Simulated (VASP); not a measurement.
## From an Ansatz input to VASP: LiF (strained rocksalt)

Ansatz input

```yaml
crystal:
  lattice:
    - [0.0739833607, 1.9890602287, 1.9890602287]
    - [1.9890602287, 0.0739833607, 1.9890602287]
    - [1.9890602287, 1.9890602287, 0.0739833607]
  atoms:
    - { symbol: Li, position: [0.0, 0.0, 0.0] }
    - { symbol: F, position: [0.5, 0.5, 0.5] }
kpoints:
  mp_grid: { grid: [10, 10, 10] }
  band_path:
    path:
      - [0.0, 0.0, 0.0]
      - [0.5, 0.0, 0.5]
      - [0.625, 0.25, 0.625]
      - [0.375, 0.375, 0.75]
      - [0.5, 0.5, 0.5]
      - [0.5, 0.25, 0.75]
    npoints: 1
hamiltonian:
  xc: pbe
scf:
  occupations: { method: fermi_dirac, width: 0.02 }
  n_extra_bands: 4
output:
  forces: true
  stress: true
  eigenvalues: true
  write_density: true
  write_potential: true
  elf: true
  volumetric_format: npy
```

Question: Write VASP inputs for this cell and level of theory.

Answer: 

INCAR

```
LWAVE = .FALSE.
LCHARG = .TRUE.
ENCUT = 520
ISMEAR = -1
SIGMA = 0.02
LASPH = .TRUE.
LELF = .TRUE.
NSW = 0
GGA = PE
LREAL = .FALSE.
NELM = 120
ISIF = 2
EDIFF = 1E-7
NBANDS = 12
IBRION = -1
PREC = Accurate
```

KPOINTS

```
KPOINTS created by Atomic Simulation Environment
0
Gamma
10 10 10
0 0 0
```

KPOINTS_OPT

```
special points
6
Reciprocal
0.0000000000 0.0000000000 0.0000000000 1
0.5000000000 0.0000000000 0.5000000000 1
0.6250000000 0.2500000000 0.6250000000 1
0.3750000000 0.3750000000 0.7500000000 1
0.5000000000 0.5000000000 0.5000000000 1
0.5000000000 0.2500000000 0.7500000000 1
```

POSCAR

```
Li F
 1.0000000000000000
     0.0739833607000000    1.9890602287000001    1.9890602287000001
     1.9890602287000001    0.0739833607000000    1.9890602287000001
     1.9890602287000001    1.9890602287000001    0.0739833607000000
 Li  F
   1   1
Cartesian
  0.0000000000000000  0.0000000000000000  0.0000000000000000
  2.0260519090500000  2.0260519090500000  2.0260519090499995
```

VASP ran with the recommended PBE PAW datasets (10 valence electrons in the cell). Other inputs would serve too.

```json
{"": "gap between bands v and c", "Ansatz": "9.84 eV", "VASP": "9.84 eV"}
{"": "least direct gap", "Ansatz": "9.84 eV", "VASP": "9.84 eV"}
{"": "pressure", "Ansatz": "10.9 GPa", "VASP": "10.5 GPa"}
```

Each program uses its own PAW datasets. VASP's cell holds 10 valence electrons and Ansatz's 10. Ansatz's stress includes a Pulay correction; VASP's doesn't.
